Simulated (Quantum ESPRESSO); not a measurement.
An input for Quantum ESPRESSO 7.5 (Nd):

pw.in

```
&CONTROL
  calculation = 'scf'
  prefix = 'pwscf'
  outdir = './tmp'
  pseudo_dir = './pseudo'
  tprnfor = .true.
  tstress = .true.
  disk_io = 'nowf'
/
&SYSTEM
  ibrav = 0
  nat = 1
  ntyp = 1
  ecutwfc = 90
  nbnd = 14
  input_dft = 'scan'
  occupations = 'smearing'
  smearing = 'mv'
  degauss = 0.01469973
  vdw_corr = 'grimme-d3'
  dftd3_version = 4
  starting_ns_eigenvalue(1,1,1) = 0.462
  starting_ns_eigenvalue(2,1,1) = 0.478
  starting_ns_eigenvalue(3,1,1) = 0.923
  starting_ns_eigenvalue(4,1,1) = 0.977
  starting_ns_eigenvalue(5,1,1) = 0.618
  starting_ns_eigenvalue(6,1,1) = 0.762
  starting_ns_eigenvalue(7,1,1) = 0.662
  nosym = .true.
/
&ELECTRONS
  conv_thr = 1d-08
  electron_maxstep = 120
  mixing_beta = 0.3
/
ATOMIC_SPECIES
Nd   144.2420 Nd.upf
CELL_PARAMETERS bohr
   0.0000000000    4.9225862284    4.9225862284
   4.9225862284    0.0000000000    4.9225862284
   4.9225862284    4.9225862284    0.0000000000
ATOMIC_POSITIONS bohr
Nd     0.0000000000    0.0000000000    0.0000000000
K_POINTS automatic
8 8 8 0 0 0
HUBBARD {ortho-atomic}
U Nd-4f 8.0
```

Potentials or basis: PseudoDojo 0.4 SR PBE 3plus.

Run with:

```sh
$ OMP_NUM_THREADS=1 pw.x -in pw.in > pw.out
```

Problem. How does this run end?

Solution. The run stopped without a result. It printed:

pw.out:

```text
This program is part of the open-source Quantum ESPRESSO suite
     for quantum simulation of materials; please cite
         "P. Giannozzi et al., J. Phys.:Condens. Matter 21 395502 (2009);
         "P. Giannozzi et al., J. Phys.:Condens. Matter 29 465901 (2017);
         "P. Giannozzi et al., J. Chem. Phys. 152 154105 (2020);
     in publications or presentations arising from this work. More details at

     IMPORTANT: XC functional enforced from input :
     Exchange-correlation= SCAN
                           (   0   0   0   0   0 263 267)
     Any further DFT definition will be discarded
     Please, verify this is what you really want

     Message from routine setup :
     BEWARE: nonlinear core correction is not consistent with meta-GGA
     Nd pseudopotential contains the orbitals:  5S 5P 5D 6S
     Requested Hubbard manifold from the input: 4F

 %%%%%%%%%%%%%%%%%%%%%%%%%%%%%%%%%%%%%%%%%%%%%%%%%%%%%%%%%%%%%%%%%%%%%%%%%%%%%%
     Error in routine determine_hubbard_occ (1):
     Mismatch between the requested and available manifolds
 %%%%%%%%%%%%%%%%%%%%%%%%%%%%%%%%%%%%%%%%%%%%%%%%%%%%%%%%%%%%%%%%%%%%%%%%%%%%%%

     stopping ...
```
